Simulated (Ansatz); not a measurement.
System: wurtzite InN. Method: PBE+SOC (Ansatz, an electronic-structure program, PAW).

Run with plane-wave cutoff 520 eV, 12×12×6 k mesh (along the axes of the cell as run), Fermi–Dirac smearing 0.01 eV, PAW data made under PBE.

Shape and atoms are relaxed at each volume.

Pressure at four volumes; x = ln(V/16.051 Å³). One pressure is withheld.

```tsv
V (Å³/atom)	x	P (GPa)
15.409	-0.0408	5.48
16.051	0.0000	0.00
16.372	0.0198	-2.30
16.693	0.0392	?
```

### Question
Pass a parabola P(x) through the three rows shown, estimate the bulk modulus and its pressure derivative near zero pressure, and predict the withheld pressure.

### Answer
Slopes between the rows: (0.00 − (5.48))/(0.0000 − (-0.0408)) = -134.31 and (-2.30 − (0.00))/(0.0198 − (0.0000)) = -116.16 GPa. Their difference over the span 0.0606 is c = 18.15/0.0606 = 299.5 GPa, so P(x) = 5.48 + (-134.31)(x − (-0.0408)) + 299.5 (x − (-0.0408))(x − (0.0000)). At the middle row B = −dP/dx = −[-134.31 + 299.5 × 0.0408] = 122.1 GPa, and B′ = dB/dP = 2c/B = 4.9. At x = 0.0392 the parabola gives -4.33 GPa; the run gives -4.36 GPa. The Birch–Murnaghan fit to the energies at all volumes has B0 = 122 GPa and B′ = 4.7.

Measured, for comparison: bulk modulus 126 GPa (room temperature, not corrected to a static lattice; as tabulated in Phys. Rev. B 49, 14 (GaN and InN under pressure), abstract). Computed (rounded) less measured: bulk modulus -3 %.

Note: the gap of the solid is closed in this run; this level leaves the solid without a gap, although one is measured; the bulk modulus comes from volumes at which shape and atoms were relaxed.
